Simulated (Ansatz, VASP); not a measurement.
**W: VASP beside Ansatz**

INCAR

```
SYSTEM = W
PREC = Accurate
ENCUT = 520
EDIFF = 1E-6
ISMEAR = -1
SIGMA = 0.05
LREAL = .FALSE.
LASPH = .TRUE.
NELM = 60
ALGO = Normal
ISIF = 2
LWAVE = .FALSE.
LCHARG = .TRUE.
GGA = PE
LELF = .TRUE.
LVHAR = .TRUE.
NBANDS = 13
```

The input KPOINTS:

```
Automatic mesh
0
G
  14 14 14
  0 0 0
```

File POSCAR:

```
W
1.0
    0.0152250000      2.0300000000      2.0300000000
    2.0300000000      0.0152250000      2.0300000000
    2.0452250000      2.0452250000      0.0000000000
W
1
Direct
    0.0000000000      0.0000000000      0.0000000000
```

Input for Ansatz:

```yaml
crystal:
  lattice:
    - [0.015225, 2.03, 2.03]
    - [2.03, 0.015225, 2.03]
    - [2.045225, 2.045225, 0.0]
  atoms:
    - { symbol: W, position: [0.0, 0.0, 0.0] }
kpoints:
  mp_grid: { grid: [14, 14, 14] }
scf:
  occupations: { method: fermi_dirac, width: 0.05 }
hamiltonian:
  xc: pbe
  pseudopotentials: { kind: all_electron, lapw: { basis_error: 0.001 } }
output:
  forces: true
  stress: true
  eigenvalues: true
```

Change from the starting cell: xy shear strain of +1.5 %.

Alike in both runs: task single point; functional PBE; k mesh 14 × 14 × 14; occupations fermi-dirac, width 0.05 eV; no spin polarisation.

|  | VASP | Ansatz |
| --- | --- | --- |
| version | VASP 6.6.1 | Ansatz 0.2.0 |
| potentials or method | VASP PAW PBE potentials, release 64 (W_sv) | all-electron LAPW, scalar-relativistic |
| plane-wave cutoff (eV) | 520 | see its input |

Ansatz gave:

```
pressure (GPa)                                  : -4.5
largest component of the traceless stress (GPa) : 2.44
```

Problem. Estimate VASP's values.

Solution. Pressure (GPa): -4.2; largest component of the traceless stress (GPa): 2.47.

Ansatz ran all-electron here, so the differences hold the error of VASP's frozen core and of both bases.

The runs have no spin-orbit coupling, so splittings on W are missing.
